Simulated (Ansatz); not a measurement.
# Calcium, hcp under revPBE: ground state and equation of state, part 2 of 2

The plan for calcium in the hcp structure: relax it, solve it on a dense k-mesh, then scale the cell to 7 volumes from 88 to 112 % of the relaxed one and try a fit of the equation of state. Spin polarisation is left out. The k-meshes are 9×9×5 for the relaxation; 15×15×8 for the dense run; 10×10×6 for the volumes.

Ansatz 0.2.0; DFT, revPBE, plane waves (420 eV) with PAW, scalar-relativistic. The steps go on from the part before.

### 5 At 92 % of the relaxed volume

This is Ca in the hcp structure; at room conditions it is fcc.

Contents of input.yaml:

```yaml
crystal:
  lattice:
    - [3.852621404, 0.0, 0.0]
    - [-1.926310702, 3.3364680071, 0.0]
    - [0.0, 0.0, 6.3261710506]
  atoms:
    - { symbol: Ca, position: [0.3333333333, 0.6666666667, 0.25] }
    - { symbol: Ca, position: [0.6666666667, 0.3333333333, 0.75] }
hamiltonian:
  xc: revpbe
  pseudopotentials:
    kind: paw
    azcp:
      Ca: "pseudopotentials/Ca.paw.azcp"
basis:
  ecutwfc: 420
  fft_grid_basis: typed
kpoints:
  mp_grid: { grid: [10, 10, 6], shift: [0, 0, 0] }
magnetization:
  spin_polarized: false
scf:
  occupations: { method: fermi_dirac, width: 0.1 }
  lower_state_search: "off"
output:
  stress: true
```

Log:

```text
Warning: RAYON_NUM_THREADS=2 ignored (pool sized by the plan → 2); use --threads N
[... 8 set-up lines as earlier in the session ...]
Crystal: 2 atoms, lattice volume = 81.318 Å³
Basis set: ecut = 420 eV, 1617 PW (Γ)
Bands: 14, of which v1, the nominal top of the filled ones, is band 10 counted from 1 (9 counted from 0)
[... 2 set-up lines as earlier in the session ...]
k-points: 56 of 600
[... 7 set-up lines as earlier in the session ...]
SCF iter   1: F=—  HF=-3639.962632 eV  |F-HF|=—  |Δ(HF+E_count)|=         —  Δρ=1.80e-3  dr2=3.96e-3  ethr=1.77e-3  ⟨swp⟩=6.9  Hψ=5018  notcnv=0
preconditioner: auto → Kerker (q_TF=auto, 2.160 Å⁻¹)  [metal: Δε(μ)=0.058 eV  Ē_g=2.605 eV  σ=0.100 eV  W_gap=0.14  n_scr=22 (ndim 8)  ℏωp=8.2 eV  f_vac=0.000  D(μ)=2.43/eV (n_scr^D=22)]
SCF iter   2: F=—  HF=-3639.963741 eV  |F-HF|=—  |Δ(HF+E_count)|=   1.11e-3  Δρ=1.16e-3  dr2=1.83e-3  ethr=1.98e-5  ⟨swp⟩=1.1  Hψ=1242  notcnv=0
SCF iter   3: F=—  HF=-3639.963997 eV  |F-HF|=—  |Δ(HF+E_count)|=   2.56e-4  Δρ=2.26e-4  dr2=8.03e-5  ethr=9.15e-6  ⟨swp⟩=2.0  Hψ=888  notcnv=0
SCF iter   4: F=—  HF=-3639.963981 eV  |F-HF|=—  |Δ(HF+E_count)|=   1.61e-5  Δρ=6.61e-5  dr2=1.14e-6  ethr=4.01e-7  ⟨swp⟩=2.2  Hψ=1011  notcnv=0
iter 5 did not close the SCF: its close was put off for the readings that it lacked (scf_convergence_deferred on its scf_iter line)
SCF iter   5: F=-3639.963985 eV  HF=-3639.963984 eV  |F-HF|=3.90e-8  |Δ(HF+E_count)|=   3.77e-6  Δρ=8.35e-6  dr2=3.97e-8  ethr=5.72e-9  ⟨swp⟩=2.2  Hψ=1350  notcnv=0
SCF iter   6: F=-3639.963985 eV  HF=-3639.963985 eV  |F-HF|=2.35e-9  |Δ(HF+E_count)|=   4.75e-8  Δρ=1.87e-6  dr2=2.53e-9  ethr=1.98e-10  ⟨swp⟩=2.1  Hψ=2853  notcnv=0
SCF 1 converged in 6 iterations: F = -3639.963985 eV  dr2 = 2.53e-9
SCF converged after 6 iterations
Free energy (F): -3639.963985 eV
Harris-Foulkes:  -3639.963985 eV  (|F-HF|=2.35e-9)
Internal energy: -3639.879974 eV  (E = F + TS)
E sigma→0 (E₀):  -3639.921979 eV
Entropy (-TS):   -0.084011 eV (-42.005 meV/atom)
Fermi energy:    5.333348 eV
--- Per-component energies (eV) ---
  E_band       = -342.845488
  E_kinetic    = 552.368310
  E_local      = -1673.905647  (includes V_loc(G=0)·N_el)
  E_nonlocal   = 125.834830
  E_hartree    = 560.267837
  E_xc         = -273.104230
  E_vxc        = -339.549279  (∫ρ·V_xc dr)
  E_paw        = -1721.814125  (= ΣΔE_a)
  E_vpaw       = -128.129594  (= ΣTr[D̂ρ^β])
  E_aug_tail   = -0.000013  (compensation charges beyond the density's cutoff)
  E_ewald      = -1209.452121
  E_core_change = -0.074816  (= ΣΔE_core)
  E_smearing   = -0.084011  (= −TS)
  E_closure    = 0.000000  (closes the sum)
  Σ components = -3639.963985   (vs F -3639.963985, Δ=0.00e0)
--- Stress (GPa, compression-positive) ---
        1.522197       0.000000       0.000000
        0.000000       1.522197       0.000000
        0.000000       0.000000       1.655296
  P = ⅓ Tr σ = 1.5666 GPa (15.666 kbar)
```

Run time: 1.2 s. Hardware: 2 threads of an Arm CPU, shared host; peak memory 0.33 GiB.

### 6 At 96 % of the relaxed volume

Edit input.yaml of step 5 so:

```diff
@@ -2,5 +2,5 @@
   lattice:
-    - [3.852621404, 0.0, 0.0]
-    - [-1.926310702, 3.3364680071, 0.0]
-    - [0.0, 0.0, 6.3261710506]
+    - [3.9076662895, 0.0, 0.0]
+    - [-1.9538331448, 3.3841382762, 0.0]
+    - [0.0, 0.0, 6.4165571344]
   atoms:
```

Log:

```text
Warning: RAYON_NUM_THREADS=2 ignored (pool sized by the plan → 2); use --threads N
[... 8 set-up lines as earlier in the session ...]
Crystal: 2 atoms, lattice volume = 84.853 Å³
Basis set: ecut = 420 eV, 1689 PW (Γ)
Bands: 14, of which v1, the nominal top of the filled ones, is band 10 counted from 1 (9 counted from 0)
[... 2 set-up lines as earlier in the session ...]
k-points: 56 of 600
[... 7 set-up lines as earlier in the session ...]
SCF iter   1: F=—  HF=-3639.987609 eV  |F-HF|=—  |Δ(HF+E_count)|=         —  Δρ=1.68e-3  dr2=3.69e-3  ethr=1.77e-3  ⟨swp⟩=7.0  Hψ=5053  notcnv=0
preconditioner: auto → Kerker (q_TF=auto, 2.144 Å⁻¹)  [metal: Δε(μ)=0.057 eV  Ē_g=2.570 eV  σ=0.100 eV  W_gap=0.14  n_scr=22 (ndim 8)  ℏωp=8.1 eV  f_vac=0.000  D(μ)=2.45/eV (n_scr^D=22)]
SCF iter   2: F=—  HF=-3639.988692 eV  |F-HF|=—  |Δ(HF+E_count)|=   1.08e-3  Δρ=1.08e-3  dr2=1.68e-3  ethr=1.84e-5  ⟨swp⟩=1.2  Hψ=1253  notcnv=0
SCF iter   3: F=—  HF=-3639.988934 eV  |F-HF|=—  |Δ(HF+E_count)|=   2.42e-4  Δρ=2.21e-4  dr2=8.33e-5  ethr=8.40e-6  ⟨swp⟩=1.9  Hψ=886  notcnv=0
SCF iter   4: F=—  HF=-3639.988918 eV  |F-HF|=—  |Δ(HF+E_count)|=   1.55e-5  Δρ=7.27e-5  dr2=2.84e-6  ethr=4.16e-7  ⟨swp⟩=1.9  Hψ=908  notcnv=0
iter 5 did not close the SCF: its close was put off for the readings that it lacked (scf_convergence_deferred on its scf_iter line)
SCF iter   5: F=-3639.988921 eV  HF=-3639.988921 eV  |F-HF|=2.79e-8  |Δ(HF+E_count)|=   2.80e-6  Δρ=7.44e-6  dr2=3.34e-8  ethr=1.42e-8  ⟨swp⟩=2.2  Hψ=1095  notcnv=0
SCF iter   6: F=-3639.988921 eV  HF=-3639.988921 eV  |F-HF|=2.23e-9  |Δ(HF+E_count)|=   4.36e-8  Δρ=1.76e-6  dr2=1.72e-9  ethr=1.67e-10  ⟨swp⟩=2.4  Hψ=2919  notcnv=0
SCF 1 converged in 6 iterations: F = -3639.988921 eV  dr2 = 1.72e-9
SCF converged after 6 iterations
Free energy (F): -3639.988921 eV
Harris-Foulkes:  -3639.988921 eV  (|F-HF|=2.23e-9)
Internal energy: -3639.904298 eV  (E = F + TS)
E sigma→0 (E₀):  -3639.946609 eV
Entropy (-TS):   -0.084624 eV (-42.312 meV/atom)
Fermi energy:    5.030021 eV
--- Per-component energies (eV) ---
  E_band       = -350.394176
  E_kinetic    = 551.468359
  E_local      = -1699.703097  (includes V_loc(G=0)·N_el)
  E_nonlocal   = 125.697706
  E_hartree    = 569.641326
  E_xc         = -272.756303
  E_vxc        = -339.068927  (∫ρ·V_xc dr)
  E_paw        = -1721.762146  (= ΣΔE_a)
  E_vpaw       = -128.071437  (= ΣTr[D̂ρ^β])
  E_aug_tail   = -0.000013  (compensation charges beyond the density's cutoff)
  E_ewald      = -1192.415314
  E_core_change = -0.074816  (= ΣΔE_core)
  E_smearing   = -0.084624  (= −TS)
  E_closure    = 0.000000  (closes the sum)
  Σ components = -3639.988921   (vs F -3639.988921, Δ=0.00e0)
--- Stress (GPa, compression-positive) ---
        0.699380      -0.000000       0.000000
        0.000000       0.699380       0.000000
        0.000000       0.000000       0.755007
  P = ⅓ Tr σ = 0.7179 GPa (7.179 kbar)
```

Run time: 1.2 s. Hardware: 2 threads of an Arm CPU, shared host; peak memory 0.33 GiB.

### 7 At 100 % of the relaxed volume

Edit input.yaml of step 6 so:

```diff
@@ -2,5 +2,5 @@
   lattice:
-    - [3.9076662895, 0.0, 0.0]
-    - [-1.9538331448, 3.3841382762, 0.0]
-    - [0.0, 0.0, 6.4165571344]
+    - [3.9612026174, 0.0, 0.0]
+    - [-1.9806013087, 3.4305020962, 0.0]
+    - [0.0, 0.0, 6.5044661013]
   atoms:
```

Log:

```text
Warning: RAYON_NUM_THREADS=2 ignored (pool sized by the plan → 2); use --threads N
[... 8 set-up lines as earlier in the session ...]
Crystal: 2 atoms, lattice volume = 88.389 Å³
Basis set: ecut = 420 eV, 1761 PW (Γ)
Bands: 14, of which v1, the nominal top of the filled ones, is band 10 counted from 1 (9 counted from 0)
[... 2 set-up lines as earlier in the session ...]
k-points: 56 of 600
[... 7 set-up lines as earlier in the session ...]
SCF iter   1: F=—  HF=-3639.995436 eV  |F-HF|=—  |Δ(HF+E_count)|=         —  Δρ=1.57e-3  dr2=3.36e-3  ethr=1.77e-3  ⟨swp⟩=7.3  Hψ=11483  notcnv=0
automatic band count: the SCF goes on with 18 bands, as 14 were too few: the levels above may hold too much charge
preconditioner: auto → Kerker (q_TF=auto, 2.130 Å⁻¹)  [metal: Δε(μ)=0.052 eV  Ē_g=3.516 eV  σ=0.100 eV  W_gap=0.13  n_scr=22 (ndim 8)  ℏωp=7.9 eV  f_vac=0.000  D(μ)=2.47/eV (n_scr^D=22)]
SCF iter   2: F=—  HF=-3639.996462 eV  |F-HF|=—  |Δ(HF+E_count)|=   1.03e-3  Δρ=1.03e-3  dr2=1.61e-3  ethr=1.68e-5  ⟨swp⟩=1.2  Hψ=1472  notcnv=0
SCF iter   3: F=—  HF=-3639.996674 eV  |F-HF|=—  |Δ(HF+E_count)|=   2.12e-4  Δρ=2.13e-4  dr2=8.78e-5  ethr=8.05e-6  ⟨swp⟩=1.5  Hψ=1065  notcnv=0
SCF iter   4: F=—  HF=-3639.996657 eV  |F-HF|=—  |Δ(HF+E_count)|=   1.67e-5  Δρ=5.83e-5  dr2=9.16e-7  ethr=4.39e-7  ⟨swp⟩=2.4  Hψ=1361  notcnv=0
iter 5 did not close the SCF: its close was put off for the readings that it lacked (scf_convergence_deferred on its scf_iter line)
SCF iter   5: F=-3639.996660 eV  HF=-3639.996660 eV  |F-HF|=3.32e-8  |Δ(HF+E_count)|=   2.78e-6  Δρ=7.44e-6  dr2=4.64e-8  ethr=4.58e-9  ⟨swp⟩=2.3  Hψ=1646  notcnv=0
SCF iter   6: F=-3639.996660 eV  HF=-3639.996660 eV  |F-HF|=2.55e-9  |Δ(HF+E_count)|=   3.66e-8  Δρ=1.59e-6  dr2=1.68e-9  ethr=2.32e-10  ⟨swp⟩=2.0  Hψ=3148  notcnv=0
SCF 1 converged in 6 iterations: F = -3639.996660 eV  dr2 = 1.68e-9
SCF converged after 6 iterations
Free energy (F): -3639.996660 eV
Harris-Foulkes:  -3639.996660 eV  (|F-HF|=2.55e-9)
Internal energy: -3639.911489 eV  (E = F + TS)
E sigma→0 (E₀):  -3639.954074 eV
Entropy (-TS):   -0.085171 eV (-42.585 meV/atom)
Fermi energy:    4.749308 eV
--- Per-component energies (eV) ---
  E_band       = -357.431052
  E_kinetic    = 550.646565
  E_local      = -1724.212721  (includes V_loc(G=0)·N_el)
  E_nonlocal   = 125.575705
  E_hartree    = 578.600100
  E_xc         = -272.431541
  E_vxc        = -338.621362  (∫ρ·V_xc dr)
  E_paw        = -1721.715151  (= ΣΔE_a)
  E_vpaw       = -128.019367  (= ΣTr[D̂ρ^β])
  E_aug_tail   = -0.000013  (compensation charges beyond the density's cutoff)
  E_ewald      = -1176.299618
  E_core_change = -0.074816  (= ΣΔE_core)
  E_smearing   = -0.085171  (= −TS)
  E_closure    = 0.000000  (closes the sum)
  Σ components = -3639.996660   (vs F -3639.996660, Δ=0.00e0)
--- Stress (GPa, compression-positive) ---
        0.005179       0.000000       0.000000
        0.000000       0.005179       0.000000
        0.000000       0.000000       0.001646
  P = ⅓ Tr σ = 0.0040 GPa (0.040 kbar)
```

Wall time 1.8 s (2 threads of an Arm CPU, shared host); peak memory 0.35 GiB.

### 8 At 104 % of the relaxed volume

Edit input.yaml of step 7 so:

```diff
@@ -2,5 +2,5 @@
   lattice:
-    - [3.9612026174, 0.0, 0.0]
-    - [-1.9806013087, 3.4305020962, 0.0]
-    - [0.0, 0.0, 6.5044661013]
+    - [4.0133296822, 0.0, 0.0]
+    - [-2.0066648411, 3.4756454586, 0.0]
+    - [0.0, 0.0, 6.5900609973]
   atoms:
```

Log:

```text
Warning: RAYON_NUM_THREADS=2 ignored (pool sized by the plan → 2); use --threads N
[... 8 set-up lines as earlier in the session ...]
Crystal: 2 atoms, lattice volume = 91.924 Å³
Basis set: ecut = 420 eV, 1787 PW (Γ)
Bands: 14, of which v1, the nominal top of the filled ones, is band 10 counted from 1 (9 counted from 0)
[... 2 set-up lines as earlier in the session ...]
k-points: 56 of 600
[... 7 set-up lines as earlier in the session ...]
SCF iter   1: F=—  HF=-3639.988869 eV  |F-HF|=—  |Δ(HF+E_count)|=         —  Δρ=1.51e-3  dr2=3.30e-3  ethr=1.77e-3  ⟨swp⟩=7.3  Hψ=11541  notcnv=0
automatic band count: the SCF goes on with 18 bands, as 14 were too few: the levels above may hold too much charge
preconditioner: auto → Kerker (q_TF=auto, 2.116 Å⁻¹)  [metal: Δε(μ)=0.042 eV  Ē_g=3.447 eV  σ=0.100 eV  W_gap=0.10  n_scr=22 (ndim 8)  ℏωp=7.7 eV  f_vac=0.000  D(μ)=2.49/eV (n_scr^D=22)]
SCF iter   2: F=—  HF=-3639.989780 eV  |F-HF|=—  |Δ(HF+E_count)|=   9.11e-4  Δρ=9.93e-4  dr2=1.63e-3  ethr=1.65e-5  ⟨swp⟩=1.2  Hψ=1475  notcnv=0
SCF iter   3: F=—  HF=-3639.989948 eV  |F-HF|=—  |Δ(HF+E_count)|=   1.68e-4  Δρ=2.16e-4  dr2=1.01e-4  ethr=8.16e-6  ⟨swp⟩=1.1  Hψ=1013  notcnv=0
SCF iter   4: F=—  HF=-3639.989929 eV  |F-HF|=—  |Δ(HF+E_count)|=   1.92e-5  Δρ=5.59e-5  dr2=9.57e-7  ethr=5.07e-7  ⟨swp⟩=2.3  Hψ=1283  notcnv=0
SCF iter   5: F=—  HF=-3639.989933 eV  |F-HF|=—  |Δ(HF+E_count)|=   4.37e-6  Δρ=5.95e-6  dr2=3.39e-8  ethr=4.79e-9  ⟨swp⟩=2.4  Hψ=1589  notcnv=0
SCF iter   6: F=-3639.989933 eV  HF=-3639.989933 eV  |F-HF|=1.49e-9  |Δ(HF+E_count)|=   2.07e-8  Δρ=1.71e-6  dr2=3.84e-9  ethr=1.70e-10  ⟨swp⟩=1.9  Hψ=3067  notcnv=0
SCF 1 converged in 6 iterations: F = -3639.989933 eV  dr2 = 3.84e-9
SCF converged after 6 iterations
Free energy (F): -3639.989933 eV
Harris-Foulkes:  -3639.989933 eV  (|F-HF|=1.49e-9)
Internal energy: -3639.904270 eV  (E = F + TS)
E sigma→0 (E₀):  -3639.947102 eV
Entropy (-TS):   -0.085663 eV (-42.832 meV/atom)
Fermi energy:    4.488930 eV
--- Per-component energies (eV) ---
  E_band       = -364.006171
  E_kinetic    = 549.893925
  E_local      = -1747.546020  (includes V_loc(G=0)·N_el)
  E_nonlocal   = 125.466933
  E_hartree    = 587.177037
  E_xc         = -272.127557
  E_vxc        = -338.203167  (∫ρ·V_xc dr)
  E_paw        = -1721.672490  (= ΣΔE_a)
  E_vpaw       = -127.972536  (= ΣTr[D̂ρ^β])
  E_aug_tail   = -0.000013  (compensation charges beyond the density's cutoff)
  E_ewald      = -1161.021271
  E_core_change = -0.074816  (= ΣΔE_core)
  E_smearing   = -0.085663  (= −TS)
  E_closure    = 0.000000  (closes the sum)
  Σ components = -3639.989933   (vs F -3639.989933, Δ=0.00e0)
--- Stress (GPa, compression-positive) ---
       -0.580665      -0.000000       0.000000
       -0.000000      -0.580665       0.000000
        0.000000       0.000000      -0.627769
  P = ⅓ Tr σ = -0.5964 GPa (-5.964 kbar)
```

Wall time 1.8 s (2 threads of an Arm CPU, shared host); peak memory 0.35 GiB.

### 9 At 108 % of the relaxed volume

Edit input.yaml of step 8 so:

```diff
@@ -2,5 +2,5 @@
   lattice:
-    - [4.0133296822, 0.0, 0.0]
-    - [-2.0066648411, 3.4756454586, 0.0]
-    - [0.0, 0.0, 6.5900609973]
+    - [4.0641367174, 0.0, 0.0]
+    - [-2.0320683587, 3.5196456417, 0.0]
+    - [0.0, 0.0, 6.6734883475]
   atoms:
```

Log:

```text
Warning: RAYON_NUM_THREADS=2 ignored (pool sized by the plan → 2); use --threads N
[... 8 set-up lines as earlier in the session ...]
Crystal: 2 atoms, lattice volume = 95.460 Å³
Basis set: ecut = 420 eV, 1823 PW (Γ)
Bands: 14, of which v1, the nominal top of the filled ones, is band 10 counted from 1 (9 counted from 0)
[... 1 set-up line as earlier in the session ...]
Space group: P63/mmc (ITA 194), of the structure as read, at distance tolerance 4.6e-5 Å
k-points: 56 of 600
[... 7 set-up lines as earlier in the session ...]
SCF iter   1: F=—  HF=-3639.970113 eV  |F-HF|=—  |Δ(HF+E_count)|=         —  Δρ=1.48e-3  dr2=3.47e-3  ethr=1.77e-3  ⟨swp⟩=7.3  Hψ=11555  notcnv=0
automatic band count: the SCF goes on with 18 bands, as 14 were too few: the levels above may hold too much charge
preconditioner: auto → Kerker (q_TF=auto, 2.103 Å⁻¹)  [metal: Δε(μ)=0.031 eV  Ē_g=3.380 eV  σ=0.100 eV  W_gap=0.08  n_scr=22 (ndim 8)  ℏωp=7.6 eV  f_vac=0.000  D(μ)=2.51/eV (n_scr^D=22)]
SCF iter   2: F=—  HF=-3639.970953 eV  |F-HF|=—  |Δ(HF+E_count)|=   8.40e-4  Δρ=9.79e-4  dr2=1.73e-3  ethr=1.74e-5  ⟨swp⟩=1.2  Hψ=1473  notcnv=0
SCF iter   3: F=—  HF=-3639.971070 eV  |F-HF|=—  |Δ(HF+E_count)|=   1.17e-4  Δρ=2.22e-4  dr2=1.16e-4  ethr=8.64e-6  ⟨swp⟩=1.0  Hψ=1008  notcnv=0
SCF iter   4: F=—  HF=-3639.971049 eV  |F-HF|=—  |Δ(HF+E_count)|=   2.07e-5  Δρ=5.91e-5  dr2=1.10e-6  ethr=5.82e-7  ⟨swp⟩=2.2  Hψ=1231  notcnv=0
SCF iter   5: F=—  HF=-3639.971051 eV  |F-HF|=—  |Δ(HF+E_count)|=   1.41e-6  Δρ=5.80e-6  dr2=3.93e-8  ethr=5.48e-9  ⟨swp⟩=2.5  Hψ=1583  notcnv=0
SCF iter   6: F=-3639.971051 eV  HF=-3639.971051 eV  |F-HF|=1.46e-9  |Δ(HF+E_count)|=   1.80e-8  Δρ=1.50e-6  dr2=2.89e-9  ethr=1.97e-10  ⟨swp⟩=1.8  Hψ=3008  notcnv=0
SCF 1 converged in 6 iterations: F = -3639.971051 eV  dr2 = 2.89e-9
SCF converged after 6 iterations
Free energy (F): -3639.971051 eV
Harris-Foulkes:  -3639.971051 eV  (|F-HF|=1.46e-9)
Internal energy: -3639.884932 eV  (E = F + TS)
E sigma→0 (E₀):  -3639.927991 eV
Entropy (-TS):   -0.086119 eV (-43.060 meV/atom)
Fermi energy:    4.246836 eV
--- Per-component energies (eV) ---
  E_band       = -370.165751
  E_kinetic    = 549.203556
  E_local      = -1769.803489  (includes V_loc(G=0)·N_el)
  E_nonlocal   = 125.370122
  E_hartree    = 595.402954
  E_xc         = -271.842425
  E_vxc        = -337.811554  (∫ρ·V_xc dr)
  E_paw        = -1721.633839  (= ΣΔE_a)
  E_vpaw       = -127.930485  (= ΣTr[D̂ρ^β])
  E_aug_tail   = -0.000013  (compensation charges beyond the density's cutoff)
  E_ewald      = -1146.506983
  E_core_change = -0.074816  (= ΣΔE_core)
  E_smearing   = -0.086119  (= −TS)
  E_closure    = 0.000000  (closes the sum)
  Σ components = -3639.971051   (vs F -3639.971051, Δ=0.00e0)
--- Stress (GPa, compression-positive) ---
       -1.074729      -0.000000       0.000000
        0.000000      -1.074729       0.000000
        0.000000       0.000000      -1.152740
  P = ⅓ Tr σ = -1.1007 GPa (-11.007 kbar)
```

Run time: 1.9 s. Hardware: 2 threads of an Arm CPU, shared host; peak memory 0.36 GiB.

### 10 At 112 % of the relaxed volume

Edit input.yaml of step 9 so:

```diff
@@ -2,5 +2,5 @@
   lattice:
-    - [4.0641367174, 0.0, 0.0]
-    - [-2.0320683587, 3.5196456417, 0.0]
-    - [0.0, 0.0, 6.6734883475]
+    - [4.1137042454, 0.0, 0.0]
+    - [-2.0568521227, 3.5625723802, 0.0]
+    - [0.0, 0.0, 6.7548803733]
   atoms:
```

Log:

```text
Warning: RAYON_NUM_THREADS=2 ignored (pool sized by the plan → 2); use --threads N
[... 8 set-up lines as earlier in the session ...]
Crystal: 2 atoms, lattice volume = 98.995 Å³
Basis set: ecut = 420 eV, 1919 PW (Γ)
Bands: 14, of which v1, the nominal top of the filled ones, is band 10 counted from 1 (9 counted from 0)
[... 2 set-up lines as earlier in the session ...]
k-points: 56 of 600
[... 7 set-up lines as earlier in the session ...]
SCF iter   1: F=—  HF=-3639.941126 eV  |F-HF|=—  |Δ(HF+E_count)|=         —  Δρ=1.46e-3  dr2=3.71e-3  ethr=1.77e-3  ⟨swp⟩=7.3  Hψ=11580  notcnv=0
automatic band count: the SCF goes on with 18 bands, as 14 were too few: the levels above may hold too much charge
preconditioner: auto → Kerker (q_TF=auto, 2.090 Å⁻¹)  [metal: Δε(μ)=0.015 eV  Ē_g=3.310 eV  σ=0.100 eV  W_gap=0.04  n_scr=22 (ndim 8)  ℏωp=7.5 eV  f_vac=0.000  D(μ)=2.52/eV (n_scr^D=22)]
SCF iter   2: F=—  HF=-3639.941905 eV  |F-HF|=—  |Δ(HF+E_count)|=   7.79e-4  Δρ=9.69e-4  dr2=1.84e-3  ethr=1.86e-5  ⟨swp⟩=1.1  Hψ=1465  notcnv=0
SCF iter   3: F=—  HF=-3639.941978 eV  |F-HF|=—  |Δ(HF+E_count)|=   7.34e-5  Δρ=2.28e-4  dr2=1.32e-4  ethr=9.22e-6  ⟨swp⟩=1.0  Hψ=1008  notcnv=0
SCF iter   4: F=—  HF=-3639.941955 eV  |F-HF|=—  |Δ(HF+E_count)|=   2.33e-5  Δρ=6.41e-5  dr2=1.33e-6  ethr=6.58e-7  ⟨swp⟩=2.2  Hψ=1234  notcnv=0
SCF iter   5: F=—  HF=-3639.941958 eV  |F-HF|=—  |Δ(HF+E_count)|=   2.99e-6  Δρ=6.75e-6  dr2=6.60e-8  ethr=6.66e-9  ⟨swp⟩=2.8  Hψ=1610  notcnv=0
SCF iter   6: F=-3639.941958 eV  HF=-3639.941958 eV  |F-HF|=1.86e-9  |Δ(HF+E_count)|=   1.95e-8  Δρ=1.37e-6  dr2=1.85e-9  ethr=3.30e-10  ⟨swp⟩=2.1  Hψ=2984  notcnv=0
SCF 1 converged in 6 iterations: F = -3639.941958 eV  dr2 = 1.85e-9
SCF converged after 6 iterations
Free energy (F): -3639.941958 eV
Harris-Foulkes:  -3639.941958 eV  (|F-HF|=1.86e-9)
Internal energy: -3639.855404 eV  (E = F + TS)
E sigma→0 (E₀):  -3639.898681 eV
Entropy (-TS):   -0.086554 eV (-43.277 meV/atom)
Fermi energy:    4.021228 eV
--- Per-component energies (eV) ---
  E_band       = -375.948390
  E_kinetic    = 548.568908
  E_local      = -1791.072193  (includes V_loc(G=0)·N_el)
  E_nonlocal   = 125.283937
  E_hartree    = 603.304205
  E_xc         = -271.574371
  E_vxc        = -337.443999  (∫ρ·V_xc dr)
  E_paw        = -1721.598761  (= ΣΔE_a)
  E_vpaw       = -127.892668  (= ΣTr[D̂ρ^β])
  E_aug_tail   = -0.000012  (compensation charges beyond the density's cutoff)
  E_ewald      = -1132.692301
  E_core_change = -0.074816  (= ΣΔE_core)
  E_smearing   = -0.086554  (= −TS)
  E_closure    = -0.000000  (closes the sum)
  Σ components = -3639.941958   (vs F -3639.941958, Δ=0.00e0)
--- Stress (GPa, compression-positive) ---
       -1.490810      -0.000000       0.000000
       -0.000000      -1.490810       0.000000
        0.000000       0.000000      -1.589584
  P = ⅓ Tr σ = -1.5237 GPa (-15.237 kbar)
```

Wall time 1.9 s (2 threads of an Arm CPU, shared host); peak memory 0.36 GiB.

### 11 The equation of state

The cell was scaled evenly, with its shape and the fractional positions fixed.

| V (Å³/atom) | E − E₀ (meV/atom) | P from the stress (GPa) | P from the fit (GPa) |
| --- | --- | --- | --- |
| 38.891 | 38.6 | 2.58 | 2.56 |
| 40.659 | 16.0 | 1.57 | 1.55 |
| 42.427 | 3.7 | 0.72 | 0.70 |
| 44.194 | 0.0 | 0.00 | -0.01 |
| 45.962 | 3.5 | -0.60 | -0.61 |
| 47.730 | 13.0 | -1.10 | -1.11 |
| 49.498 | 27.7 | -1.52 | -1.54 |

A third-order Birch-Murnaghan fit gives V₀ = 44.174 Å³/atom, B₀ = 16.3 GPa and B₀′ = 3.3; it misses no point by more than 0.01 meV/atom.

### 12 Summary of results

What follows sums up all 2 parts.

```
                      quantity                                   value
space group (spins left aside)                      P6_3/mmc (No. 194)
             conventional cell  a = 3.961 Å, c = 6.504 Å (c/a = 1.642)
                        volume                          44.194 Å³/atom
             shortest distance                                 3.961 Å
               gap on the mesh            none (levels filled in part)
               relative to fcc                             +5 meV/atom
                   V₀, B₀, B₀′           44.174 Å³/atom, 16.3 GPa, 3.3
```

What this shows: From the guessed start the volume grew by 1.3 % in 4 steps. It lies 5 meV/atom above the element's reference form at the same level (fcc, from a run of its own). No gap shows: it is a metal or semimetal at this level. B₀ comes out at 16.3 GPa, a soft solid; letting shape and positions relax at each volume could only lower it. The symmetry was held, so the structure may be unstable against distortions that break it.
